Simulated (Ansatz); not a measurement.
# NiGe: the cost of one run

Program: Ansatz 0.2.0. Level of theory: DFT PBE, scalar-relativistic, plane waves, PAW. These are calculated values, not measurements.

**1. Starting point**

The structure is hexagonal, space group P-6m2 (No. 187). The conventional cell has a = 3.040 Å, b = 3.040 Å, c = 2.967 Å, α = 90.00°, β = 90.00°, γ = 120.00°. Ni (site symmetry -6m2) is surrounded by 6 Ge at 2.30 Å. Around Ge (site symmetry -6m2) lie 6 Ni at 2.30 Å.

As a file:

```
CELL_PARAMETERS angstrom
3.03999 0.00000 0.00000
-1.52000 2.63271 0.00000
0.00000 0.00000 2.96688
ATOMIC_POSITIONS crystal
Ni 0.00000 0.00000 0.00000
Ge 0.66667 0.33333 0.50000
```

A structure generator made this guess: species swapped into a database cell of WC (P-6m2, No. 187), with Ni on the W sites and Ge on the C sites. The dimensions are guesses.

**2. Probe: one point on a coarse mesh**

input.yaml

```yaml
crystal:
  lattice:
    - [3.03999151, 0.0, 0.0]
    - [-1.51999575, 2.63270987, 0.0]
    - [0.0, 0.0, 2.96688115]
  atoms:
    - { symbol: Ni, position: [0.0, 0.0, 0.0], spin: 2.0 }
    - { symbol: Ge, position: [0.66666667, 0.33333333, 0.5] }
basis:
  ecutwfc: 420
kpoints:
  mp_grid: { grid: [6, 6, 6] }
hamiltonian:
  xc: pbe
scf:
  occupations: { method: gaussian, width: 0.1 }
  lower_state_search: "off"
output:
  forces: true
  stress: true
  eigenvalues: true
  populations: true
magnetization:
  spin_polarized: true
```

On the command line:

```bash
$ ansatz run input.yaml --threads 1 --pin off --max-ram 2560MiB --backend cpu --events-out ev --progress --plain --runs-dir out
```

What time and memory should one allow on 1 thread of Arm Neoverse V1, shared host?

About 6.7 s, with a peak of 0.3 GiB.
